**Examination question.** Two programs have computed the band gaps of seven zincblende compounds, first with the density functional PBE and then with G0W0. The second step corrects the PBE energies for what it costs to add or remove an electron while the other electrons respond. Use the table to answer the six questions.

PBE and G0W0@PBE band gaps of zincblende compounds (space group F-43m), computed with VASP 6.6.1 and Ansatz 0.2.0 using plane waves and PAW, in the same cells, relaxed with r2SCAN. Each program has its own PAW datasets; the screening cutoff is 120 eV in VASP, and the wave cutoff is 420 eV in Ansatz. VASP gaps are the smallest found on the listed VASP k mesh.

```tsv
formula	distinct k-meshes among the runs behind the row	element on site A	Z A	element on site B	Z B	volume per atom (Å³)	shortest distance (Å)	VASP wave cutoff	VASP k mesh	g0w0 gap VASP (eV)	g0w0 gap Ansatz (eV)	VASP valence electrons	Ansatz valence electrons	PBE gap VASP (eV)	PBE gap Ansatz (eV)	g0w0 gap Ansatz less g0w0 gap VASP (eV)
BN	6x6x6	B	5	N	7	5.88	1.563	500 eV	6×6×6	5.894	5.913	8	8	4.466	4.475	0.019
BP	6x6x6	B	5	P	15	11.67	1.964	500 eV	6×6×6	1.952	1.941	8	8	1.332	1.331	-0.011
BAs	6x6x6 / 12x12x12	B	5	As	33	13.68	2.071	500 eV	6×6×6	1.852	1.876	8	18	1.274	1.284	0.024
AlN	6x6x6	Al	13	N	7	10.43	1.892	500 eV	6×6×6	4.564	4.590	8	8	3.314	3.323	0.026
GaN	6x6x6	Ga	31	N	7	11.38	1.948	500 eV	6×6×6	2.893	2.852	18	18	1.765	1.754	-0.041
GaP	4x4x4	Ga	31	P	15	20.24	2.360	400 eV	4×4×4	2.095	2.064	18	18	1.628	1.629	-0.031
InP	4x4x4	In	49	P	15	25.77	2.558	400 eV	4×4×4	1.063	1.046	18	18	0.564	0.572	-0.017
```

**1. Do the two programs agree on the G0W0 gaps?**

*Model answer.* They put the seven compounds in the same order, from BN down to InP. The gaps differ by 0.024 eV on average and by 0.041 eV at most, in GaN. Ansatz gives the larger gap in three rows and the smaller one in four, so there is no common offset to subtract.

**2. Which matters more, the choice of program or the step from PBE to G0W0?**

*Model answer.* The step to G0W0 matters far more. Even its smallest effect in VASP, 0.47 eV in GaP, is eleven times the largest difference between the programs. PBE gaps are too small because the PBE potential lacks the jump that the exact one makes when an electron is added across the gap. In place of this potential, G0W0 uses an exchange weakened by screening, plus the energy gained as the other electrons respond. Together they move filled and empty states apart in every row.

**3. Why does G0W0 open the gap most in the nitrides? Estimate the ratio.**

*Model answer.* Nitrogen holds its electrons tightly, so a nitride is hard to polarise and screens an added charge weakly. More of the exchange that separates filled from empty states then survives. The simplest model takes the correction as proportional to 1/ε, where ε is the electronic dielectric constant. Rough recalled values are 5 for the nitrides and 10 for the other compounds; for BAs, a PBE run in VASP gives 9.8. The estimate is then:

ratio of corrections ≈ (1/5) / (1/10) = 2

The VASP corrections average 1.27 eV in the nitrides and 0.54 eV in the other rows, a ratio of 2.3.

*Remark.* No constant was adjusted to the table. The model separates the nitrides from the rest but fails on finer distinctions: with 10 for both, it predicts equal corrections in BP and GaP, yet they are 0.62 eV and 0.47 eV. Part of this difference may come from the settings, since VASP ran GaP and InP with a lower cutoff and a coarser mesh than the other rows.

**4. What changes when gallium replaces aluminium in the nitride?**

*Model answer.* The smallest gap falls by 1.67 eV, although the bond grows by only 3%. The vertical gap, taken between states of the same wavevector, falls by 2.84 eV in the same VASP runs. The two falls differ because the lowest empty state changes place: in AlN it lies at the zone boundary point X, in GaN at the zone centre Γ, directly above the highest filled state.

The chemistry of gallium explains why Γ wins. The lowest empty state there has much metal s character, and the 4s level of gallium lies deeper than the 3s level of aluminium because the filled 3d shell shields the nuclear charge poorly. The same 3d shell also pushes the top of the nitrogen 2p band upwards. That narrows the gaps to Γ and to X equally, so it helps to make the gap smaller but not to make it direct. Both effects are standard chemistry; the table shows only their sum, together with the effect of the longer bond, which also lowers the gap at Γ.

*Remark.* GaP and InP form a similar pair, indirect and direct. When a substitution lowers the gap and turns it from indirect to direct, the smallest gap understates the fall of the vertical gap. When the gap rises instead, the rule fails: from GaP to GaN the smallest gap grows by 0.80 eV, the vertical gap by only 0.17 eV.

**5. For BAs, Ansatz treats ten more electrons as valence than VASP does. Does this spoil the comparison?**

*Model answer.* The extra electrons are the 3d shell of arsenic, and the two G0W0 gaps still differ by only 0.024 eV. This is plausible, since that shell lies far below the valence band and mixes little with it. The datasets differ in other ways too, however, and opposite effects may cancel, so the finding holds for this compound alone.

*Remark.* In GaN, GaP and InP both programs include a d shell of the metal, and there the G0W0 correction is about 0.03 eV smaller in Ansatz. A possible reason is that shallow d shells make the correction more sensitive to the dataset and to the number of empty bands. This is a guess that the runs do not test.

**6. Which digits can be trusted, and is the gap of BP really larger than that of BAs?**

*Model answer.* The second decimal shows how well the programs reproduce each other, but it is not yet a property of the material. In BAs the lowest empty state falls between the points of the 6×6×6 mesh. A PBE run on a 12×12×12 mesh, with another dataset and cutoff, gives a gap lower by 0.09 eV, about twice the largest difference between the programs. BP exceeds BAs by only 0.10 eV in VASP and 0.07 eV in Ansatz. A lower gap in BAs alone would widen this lead, but BP has no run on a finer mesh, and its gap may fall as well. Spin-orbit coupling, which the VASP runs leave out, favours the same order: it raises the top of the valence band more in BAs, with its heavier arsenic, than in BP. With the G0W0 step also unconverged, the order is likely but not settled.

*Remark.* The G0W0 gaps are also unconverged in the number of bands and the screening cutoff. An error that both programs make alike disappears when their results are subtracted, so close agreement is a test of reproducibility, not of accuracy. One such shared error is the start from PBE: its small gaps make the screening too strong, so G0W0 gaps built on it usually come out too small.
